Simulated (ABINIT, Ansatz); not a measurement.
**How the form of the self-energy moves the gap of SiC (P6_3mc)**

Aim: compare treatments of exchange, screening and correlation for the gap of SiC (P6_3mc).

Calculated with ABINIT 10.8.3; PBE and many-body steps on it, plane waves.

**The experiments to reproduce.**

- Gap 3.285 eV: band gap at low temperature, quoted from earlier experiments; bulk crystal (quoted in “Excitation properties of the divacancy in 4H-SiC”, 2018, arxiv:1804.01167).

- Gap 3.2 eV: experimental band gap quoted from earlier work; bulk crystal (quoted in “Local vibrational modes of Si vacancy spin qubits in SiC”, 2020, arxiv:2002.00067).

- Gap 3.26 eV: band gap at cryogenic temperature; bulk crystal (literature value) (quoted in “Silicon carbide diodes for neutron detection”, 2020, arxiv:2009.14696).

## (1) The starting structure

Symmetry: P6_3mc, No. 186, hexagonal system. The conventional cell has a = 3.076 Å, b = 3.076 Å, c = 10.071 Å, α = 90.00°, β = 90.00°, γ = 120.00°. Nearest to Si lie 4 C at 1.88 to 1.89 Å. Si has 4 C at 1.88 to 1.89 Å nearest. C has 4 Si at 1.88 to 1.89 Å nearest. Nearest to C lie 4 Si at 1.88 to 1.89 Å. Farther neighbours are not listed.

The cell and positions are those that the Materials Project relaxed with its own functionals (PBE, PBE+U or r2SCAN), kept fixed.

## (2) Empty states on the mesh, 6×6×2 mesh, 599 bands

This step: ABINIT 10.8.3; DFT, PBE, plane waves, norm-conserving pseudopotentials.

The sums over transitions need many empty states on a uniform mesh; this step solves for them.

File run.abi:

```
acell 3*1.0 Angstrom
rprim 
  3.075694149693 -0.000000000023 0.000000000000
  -1.537847074826 2.663629267917 0.000000000000
  0.000000000000 0.000000000000 10.070646480000
ntypat 2
znucl 14 6
natom 8
typat 1 1 1 1 2 2 2 2
xred 
  0.666666666667 0.333333333333 0.937841980000
  0.333333333333 0.666666666667 0.437841980000
  -0.000000000000 -0.000000000000 0.687894380000
  -0.000000000000 -0.000000000000 0.187894380000
  0.666666666667 0.333333333333 0.749802590000
  0.333333333333 0.666666666667 0.249802590000
  -0.000000000000 -0.000000000000 0.500460050000
  -0.000000000000 -0.000000000000 0.000460050000
pp_dirpath "pseudos"
pseudos "Si.upf, C.upf"
ecut 37
ngkpt 6 6 2
nshiftk 1
shiftk 0 0 0
kptopt 1
chksymbreak 0
iscf -2
irdden 1
istwfk *1
nband 599
nbdbuf 54
tolwfr 1e-09
nstep 60
prtvol 0
indata_prefix "in"
outdata_prefix "out"
tmpdata_prefix "tmp"
```

The run is started by

```bash
> OMP_NUM_THREADS=1 mpirun -n 16 abinit run.abi > log
```

Numbers of over 12 decimals in the logs are rounded to 6 here.

The log of the run:

```text
.Version 10.8.3 of ABINIT. v10.8.2 released Aug 2026.

 Symmetries : space group P6_3 m c (#186); Bravais hP (primitive hexag.)
[... echo of the input left out ...]
== DATASET  1 ==================================================================
-   mpi_nproc: 16, omp_nthreads: 1 (-1 if OMP is not activated)
-    --> not optimal distribution: autoparal keyword recommended in input file <--

--- !DatasetInfo
iteration_state: {dtset: 1, }
dimensions: {natom: 8, nkpt: 14, mband: 599, nsppol: 1, nspinor: 1, nspden: 1, mpw: 6030, }
cutoff_energies: {ecut:  37.0, pawecutdg:  -1.0, }
[...]
7.15816    7.16356    7.16578    7.16578    7.17222    7.17222    7.18853    7.19671
   7.19671    7.25154    7.26999    7.28419    7.28420    7.31090    7.34364    7.36397
   7.36473    7.37423    7.37785    7.40890    7.41802    7.43226    7.44002
 prteigrs : prtvol=0 or 1, do not print more k-points.

== END DATASET(S) ==============================================================
================================================================================

 -outvars: echo values of variables after computation  --------
            nband         599
             nkpt          14
          spgroup         186
 [... the other variables as echoed above ...]

 Calculation completed.
```

Run time: 15 min. Hardware: 16 MPI ranks of Arm Neoverse N1, shared host; peak memory 2.1 GiB; 4.1 h of CPU time.

This step gave:

| Property | Result |
| --- | --- |
| gap | 2.228 eV |
| k of the valence top | 0, 0, 0 |
| k of the conduction bottom | 0.5, 0, 0 |
| least direct gap | 3.353 eV |
| k points computed | 14 |
| lowest point of the top converged band, above the valence top | 181.2727 eV |

On this mesh the gap is 2.228 eV.

The density comes from a self-consistent run that is not shown.

## (3) Screening, 6×6×2 mesh, 232 bands, screening to 176.9 eV

The RPA dielectric matrix is built and inverted for each q.

This step: RPA screening on PBE, plane waves, norm-conserving pseudopotentials.

Edit run.abi of step 2 so:

```diff
@@ -26,10 +26,11 @@
 chksymbreak 0
-iscf -2
-irdden 1
 istwfk *1
-nband 599
-nbdbuf 54
-tolwfr 1e-09
-nstep 60
-prtvol 0
+occopt 1
+irdwfk 1
+optdriver 3
+nband 232
+ecuteps 6.5
+inclvkb 2
+awtr 1
+symchi 1
 indata_prefix "in"
```

The log of the run:

```text
.Version 10.8.3 of ABINIT. v10.8.2 released Aug 2026.

 Symmetries : space group P6_3 m c (#186); Bravais hP (primitive hexag.)
[... echo of the input left out ...]
== DATASET  1 ==================================================================
-   mpi_nproc: 16, omp_nthreads: 1 (-1 if OMP is not activated)

--- !DatasetInfo
iteration_state: {dtset: 1, }
dimensions: {natom: 8, nkpt: 14, mband: 232, nsppol: 1, nspinor: 1, nspden: 1, mpw: 6030, }
cutoff_energies: {ecut:  37.0, pawecutdg:  -1.0, }
electrons: {nelect:   3.20000000E+01, charge:   0.00000000E+00, occopt:   1.00000000E+00, tsmear:   1.00000000E-02, }

 SCREENING: Calculation of the susceptibility and dielectric matrices

 Based on a program developped by R.W. Godby, V. Olevano, G. Onida, and L. Reining.
 Incorporated in ABINIT by V. Olevano, G.-M. Rignanese, and M. Torrent.
.Using double precision arithmetic ; gwpc =  8

[... cell and pseudopotentials left out ...]
--------------------------------------------------------------------------------

 ==== K-mesh for the wavefunctions ====
 Number of points in the irreducible wedge :    14
[... list of points left out ...]
 Together with 12 symmetry operations and time-reversal symmetry
 yields    72 points in the full Brillouin Zone.

 ==== Q-mesh for the screening function ====
 Number of points in the irreducible wedge :    14
[... list of points left out ...]
 Together with 12 symmetry operations and time-reversal symmetry
 yields    72 points in the full Brillouin Zone.

 setmesh: FFT mesh size selected  =    24x   24x   80
          total number of points  =        46080

 vcoul_init : cutoff-mode = AUXILIARY_FUNCTION
 q-points for optical limit:   1
     1)      0.000010    0.000020    0.000030

- screening: taking advantage of time-reversal symmetry
- Maximum band index for partially occupied states nbvw = 16
- Remaining bands to be divided among processors   nbcw = 216
- Number of bands treated by each node ~13

 Number of electrons calculated from density =   32.0000; Expected =   32.0000
 average of density, n =  0.057475
 r_s =    1.6075
 omega_plasma =   23.1257 [eV]

 calculating chi0 at frequencies [eV] :
  1    0.000000E+00    0.000000E+00
  2    0.000000E+00    2.312571E+01

--------------------------------------------------------------------------------
  q-point number  1        q = ( 0.000000, 0.000000, 0.000000) [r.l.u.]
--------------------------------------------------------------------------------
[... chi0 elements left out ...]
 For q-point:  0.000010 0.000020 0.000030
  dielectric constant =   6.9579
  dielectric constant without local fields =   7.6132

  Average fulfillment of the sum rule on Im[epsilon] for q-point    1 :     89.71  [%]
[... wings left out ...]
  q-point number  2        q = ( 0.166667, 0.000000, 0.000000) [r.l.u.]
--------------------------------------------------------------------------------
[... chi0 elements left out ...]
  Average fulfillment of the sum rule on Im[epsilon] for q-point    2 :     91.46  [%]

 [... 12 further q-points ...]
```

Wall time 10 min (16 MPI ranks); peak memory 7.4 GiB; 2.7 h of CPU time.

This step gave:

```
ε∞ with local fields, on this mesh, along the program's q direction : 6.958
the same without local fields                                       : 7.613
plasma frequency                                                    : 23.13 eV
plane waves in the screening matrix                                 : 447
```

Local fields lower ε∞ by 9 %.

## (4) G0W0, Godby-Needs plasmon pole

The self-energy is evaluated for the states that the input lists, and the levels follow from it, in one-shot runs by the linearised quasiparticle equation.

This step: G0W0 on PBE, plane waves, norm-conserving pseudopotentials.

Edit run.abi of step 3 so:

```diff
@@ -29,8 +29,17 @@
 irdwfk 1
-optdriver 3
+optdriver 4
 nband 232
+gwcalctyp 0
+ecutsigx 37
+symsigma 1
+nkptgw 2
+kptgw 
+  0.0000000000 0.0000000000 0.0000000000
+  0.5000000000 0.0000000000 0.0000000000
+bdgw 
+  15 18
+  15 18
 ecuteps 6.5
-inclvkb 2
-awtr 1
-symchi 1
+irdscr 1
+ppmodel 1
 indata_prefix "in"
```

The log of the run:

```text
.Version 10.8.3 of ABINIT. v10.8.2 released Aug 2026.

 Symmetries : space group P6_3 m c (#186); Bravais hP (primitive hexag.)
[... echo of the input left out ...]
== DATASET  1 ==================================================================
-   mpi_nproc: 16, omp_nthreads: 1 (-1 if OMP is not activated)

--- !DatasetInfo
iteration_state: {dtset: 1, }
dimensions: {natom: 8, nkpt: 14, mband: 232, nsppol: 1, nspinor: 1, nspden: 1, mpw: 6030, }
cutoff_energies: {ecut:  37.0, pawecutdg:  -1.0, }
electrons: {nelect:   3.20000000E+01, charge:   0.00000000E+00, occopt:   1.00000000E+00, tsmear:   1.00000000E-02, }

 SIGMA: Calculation of the GW corrections

 Based on a program developped by R.W. Godby, V. Olevano, G. Onida, and L. Reining.
 Incorporated in ABINIT by V. Olevano, G.-M. Rignanese, and M. Torrent.
.Using double precision arithmetic ; gwpc =  8

[... cell and pseudopotentials left out ...]
--------------------------------------------------------------------------------

 ==== K-mesh for the wavefunctions ====
 Number of points in the irreducible wedge :    14
[... list of points left out ...]
 Together with 12 symmetry operations and time-reversal symmetry
 yields    72 points in the full Brillouin Zone.

 ==== Q-mesh for screening function ====
 Number of points in the irreducible wedge :    14
[... list of points left out ...]
 Together with 12 symmetry operations and time-reversal symmetry
 yields    72 points in the full Brillouin Zone.

 vcoul_init : cutoff-mode = AUXILIARY_FUNCTION
 q-points for optical limit:   1
     1)      0.000010    0.000020    0.000030
 setmesh: FFT mesh size selected  =    27x   27x  108
          total number of points  =        78732

 Number of electrons calculated from density =   32.0000; Expected =   32.0000
 average of density, n =  0.057475
 r_s =    1.6075
 omega_plasma =   23.1257 [eV]

 === KS Band Gaps ===
  >>>> For spin  1
   Minimum direct gap =   3.3532 [eV], located at k-point      :   0.5000  0.0000  0.0000
   Fundamental gap    =   2.2280 [eV], Top of valence bands at :   0.0000  0.0000  0.0000
                                       Bottom of conduction at :   0.5000  0.0000  0.0000
 SIGMA fundamental parameters:
 PLASMON POLE MODEL  1
 number of plane-waves for SigmaX                 5975
 number of plane-waves for SigmaC and W            447
 number of plane-waves for wavefunctions          5975
 number of bands                                   232
 number of independent spin polarizations            1
 number of spinorial components                      1
 number of k-points in IBZ                          14
 number of q-points in IBZ                          14
 number of symmetry operations                      12
 number of k-points in BZ                           72
 number of q-points in BZ                           72
 number of frequencies for dSigma/dE                 9
 frequency step for dSigma/dE [eV]                0.25
 number of omega for Sigma on real axis              0
 max omega for Sigma on real axis  [eV]           0.00
 zcut for avoiding poles [eV]                     0.10

 EPSILON^-1 parameters (SCR file):
 dimension of the eps^-1 matrix on file            447
 dimension of the eps^-1 matrix used               447
 number of plane-waves for wavefunctions          5975
 number of bands                                   232
 number of q-points in IBZ                          14
 number of frequencies                               2
 number of real frequencies                          1
 number of imag frequencies                          1

 matrix elements of self-energy operator (all in [eV])

 Perturbative Calculation

--- !SelfEnergy_ee
iteration_state: {dtset: 1, }
kpoint     : [   0.000,    0.000,    0.000, ]
spin       : 1
KS_gap     :    5.111
QP_gap     :    5.959
Delta_QP_KS:    0.848
data: !SigmaeeData |
     Band     E0 <VxcDFT>   SigX SigC(E0)      Z dSigC/dE  Sig(E)    E-E0       E
       15   6.937 -14.981 -17.499   2.058   0.794  -0.259 -15.347  -0.365   6.572
       16   6.937 -14.981 -17.499   2.058   0.794  -0.259 -15.347  -0.365   6.572
       17  12.049 -12.155  -6.942  -4.616   0.807  -0.239 -11.673   0.483  12.531
       18  12.628 -12.067  -6.739  -4.738   0.806  -0.241 -11.591   0.476  13.104

--- !SelfEnergy_ee
iteration_state: {dtset: 1, }
kpoint     : [   0.500,    0.000,    0.000, ]
spin       : 1
KS_gap     :    3.353
QP_gap     :    4.183
Delta_QP_KS:    0.829
data: !SigmaeeData |
     Band     E0 <VxcDFT>   SigX SigC(E0)      Z dSigC/dE  Sig(E)    E-E0       E
       15   5.356 -14.179 -17.221   2.345   0.791  -0.264 -14.731  -0.552   4.804
       16   5.812 -14.518 -17.502   2.335   0.791  -0.264 -15.032  -0.514   5.298
       17   9.166 -10.884  -6.598  -3.902   0.819  -0.221 -10.569   0.315   9.481
       18   9.297 -10.661  -6.270  -4.016   0.821  -0.218 -10.353   0.308   9.604

== END DATASET(S) ==============================================================
================================================================================

 -outvars: echo values of variables after computation  --------
           etotal      0.0000000000E+00
            nband         232
             nkpt          14
          spgroup         186
 [... the other variables as echoed above ...]

 Calculation completed.
```

Run time: 53 s. Hardware: 16 MPI ranks; peak memory 6.8 GiB; 14 min of CPU time.

Numbers from this step:

```
G0W0 gap on the points computed              : 2.909 eV
starting gap on the mesh                     : 2.228 eV
k of the valence top                         : 0, 0, 0
k of the conduction bottom                   : 0.5, 0, 0
Z at the valence top                         : 0.794
Z at the conduction bottom                   : 0.819
least direct G0W0 gap on the computed points : 4.183 eV
```

The gap on the mesh goes from 2.23 eV to 2.91 eV, a correction of +0.68 eV.

## (5) G0W0, Engel-Farid plasmon pole

Edit run.abi of step 4 so:

```diff
@@ -43,3 +43,3 @@
 irdscr 1
-ppmodel 1
+ppmodel 4
 indata_prefix "in"
```

The log of the run:

```text
.Version 10.8.3 of ABINIT. v10.8.2 released Aug 2026.

 Symmetries : space group P6_3 m c (#186); Bravais hP (primitive hexag.)
[... echo of the input left out ...]
== DATASET  1 ==================================================================
-   mpi_nproc: 16, omp_nthreads: 1 (-1 if OMP is not activated)

--- !DatasetInfo
iteration_state: {dtset: 1, }
dimensions: {natom: 8, nkpt: 14, mband: 232, nsppol: 1, nspinor: 1, nspden: 1, mpw: 6030, }
cutoff_energies: {ecut:  37.0, pawecutdg:  -1.0, }
electrons: {nelect:   3.20000000E+01, charge:   0.00000000E+00, occopt:   1.00000000E+00, tsmear:   1.00000000E-02, }

 SIGMA: Calculation of the GW corrections

 Based on a program developped by R.W. Godby, V. Olevano, G. Onida, and L. Reining.
 Incorporated in ABINIT by V. Olevano, G.-M. Rignanese, and M. Torrent.
.Using double precision arithmetic ; gwpc =  8

[... cell and pseudopotentials left out ...]
--------------------------------------------------------------------------------

 ==== K-mesh for the wavefunctions ====
 Number of points in the irreducible wedge :    14
[... list of points left out ...]
 Together with 12 symmetry operations and time-reversal symmetry
 yields    72 points in the full Brillouin Zone.

 ==== Q-mesh for screening function ====
 Number of points in the irreducible wedge :    14
[... list of points left out ...]
 Together with 12 symmetry operations and time-reversal symmetry
 yields    72 points in the full Brillouin Zone.

 vcoul_init : cutoff-mode = AUXILIARY_FUNCTION
 q-points for optical limit:   1
     1)      0.000010    0.000020    0.000030
 setmesh: FFT mesh size selected  =    27x   27x  108
          total number of points  =        78732

 Number of electrons calculated from density =   32.0000; Expected =   32.0000
[...]
number of omega for Sigma on real axis              0
 max omega for Sigma on real axis  [eV]           0.00
 zcut for avoiding poles [eV]                     0.10

 EPSILON^-1 parameters (SCR file):
 dimension of the eps^-1 matrix on file            447
 dimension of the eps^-1 matrix used               447
 number of plane-waves for wavefunctions          5975
 number of bands                                   232
 number of q-points in IBZ                          14
 number of frequencies                               2
 number of real frequencies                          1
 number of imag frequencies                          1

 matrix elements of self-energy operator (all in [eV])

 Perturbative Calculation

--- !SelfEnergy_ee
iteration_state: {dtset: 1, }
kpoint     : [   0.000,    0.000,    0.000, ]
spin       : 1
KS_gap     :    5.111
QP_gap     :    6.044
Delta_QP_KS:    0.933
data: !SigmaeeData |
     Band     E0 <VxcDFT>   SigX SigC(E0)      Z dSigC/dE  Sig(E)    E-E0       E
       15   6.937 -14.981 -17.499   1.740   0.808  -0.238 -15.609  -0.628   6.310
       16   6.937 -14.981 -17.499   1.740   0.808  -0.238 -15.609  -0.628   6.310
       17  12.049 -12.155  -6.942  -4.842   0.821  -0.218 -11.850   0.305  12.353
[...]
--- !SelfEnergy_ee
iteration_state: {dtset: 1, }
kpoint     : [   0.500,    0.000,    0.000, ]
spin       : 1
KS_gap     :    3.353
QP_gap     :    4.272
Delta_QP_KS:    0.919
data: !SigmaeeData |
     Band     E0 <VxcDFT>   SigX SigC(E0)      Z dSigC/dE  Sig(E)    E-E0       E
[...]
17   9.166 -10.884  -6.598  -4.124   0.831  -0.203 -10.749   0.135   9.301
       18   9.297 -10.661  -6.270  -4.235   0.832  -0.201 -10.531   0.129   9.426

== END DATASET(S) ==============================================================
================================================================================

 -outvars: echo values of variables after computation  --------
           etotal      0.0000000000E+00
            nband         232
             nkpt          14
          spgroup         186
 [... the other variables as echoed above ...]

 Calculation completed.
```

Elapsed: 36 s, on 16 MPI ranks; peak memory 5.5 GiB.

This step gave:

* G0W0 gap on the points computed: 2.991 eV
* starting gap on the mesh: 2.228 eV
* k of the valence top: 0, 0, 0
* k of the conduction bottom: 0.5, 0, 0
* Z at the valence top: 0.808
* Z at the conduction bottom: 0.831
* least direct G0W0 gap on the computed points: 4.273 eV

Against G0W0 in ABINIT (6×6×2 mesh, 232 bands, screening to 176.9 eV, Godby-Needs plasmon pole), the gap moves by +0.082 eV.

## (6) G0W0, Hybertsen-Louie plasmon pole

Edit run.abi of step 5 so:

```diff
@@ -43,3 +43,3 @@
 irdscr 1
-ppmodel 4
+ppmodel 2
 indata_prefix "in"
```

The log of the run:

```text
.Version 10.8.3 of ABINIT. v10.8.2 released Aug 2026.

 Symmetries : space group P6_3 m c (#186); Bravais hP (primitive hexag.)
[... echo of the input left out ...]
== DATASET  1 ==================================================================
-   mpi_nproc: 16, omp_nthreads: 1 (-1 if OMP is not activated)

--- !DatasetInfo
iteration_state: {dtset: 1, }
dimensions: {natom: 8, nkpt: 14, mband: 232, nsppol: 1, nspinor: 1, nspden: 1, mpw: 6030, }
cutoff_energies: {ecut:  37.0, pawecutdg:  -1.0, }
[...]
Band     E0 <VxcDFT>   SigX SigC(E0)      Z dSigC/dE  Sig(E)    E-E0       E
[...]
17   9.166 -10.884  -6.598  -4.168   0.838  -0.193 -10.785   0.099   9.265
       18   9.297 -10.661  -6.270  -4.272   0.839  -0.192 -10.562   0.099   9.396

== END DATASET(S) ==============================================================
================================================================================

 -outvars: echo values of variables after computation  --------
           etotal      0.0000000000E+00
            nband         232
             nkpt          14
          spgroup         186
 [... the other variables as echoed above ...]

 Calculation completed.
```

Elapsed: 47 s, on 16 MPI ranks; peak memory 6.2 GiB.

Numbers from this step:

```
G0W0 gap on the points computed              : 2.977 eV
starting gap on the mesh                     : 2.228 eV
k of the valence top                         : 0, 0, 0
k of the conduction bottom                   : 0.5, 0, 0
least direct G0W0 gap on the computed points : 4.264 eV
```

Against G0W0 in ABINIT (6×6×2 mesh, 232 bands, screening to 176.9 eV, Godby-Needs plasmon pole), the gap moves by +0.068 eV.

(Part 1 of 2 ends here.)

[Paths, hosts, dates, memory and timing lines, banners, echoed tables and standing remarks are left out of the program output.]

[Logs are printed without paths, hosts, clocks, repeated set-up lines and the standing remarks that a program may print on its own settings, such as how far it seeks lower states.]

[Runs of the session that timed out or met a known fault of the program may be left out.]

[Hosts, paths, dates, database ids (printed as entryN), source tags and the programs' standing remarks are cut or masked in the printed files.]

[G0W0 gaps are taken among the corrected bands and points alone; a level outside them can change the order at an edge.]

[Where Ansatz stands beside ABINIT at settings called matched, ABINIT's density can come from a denser mesh and the files from another edition; pairs whose starting gaps differed by over 0.03 eV were left out, so agreement reads better than it is.]
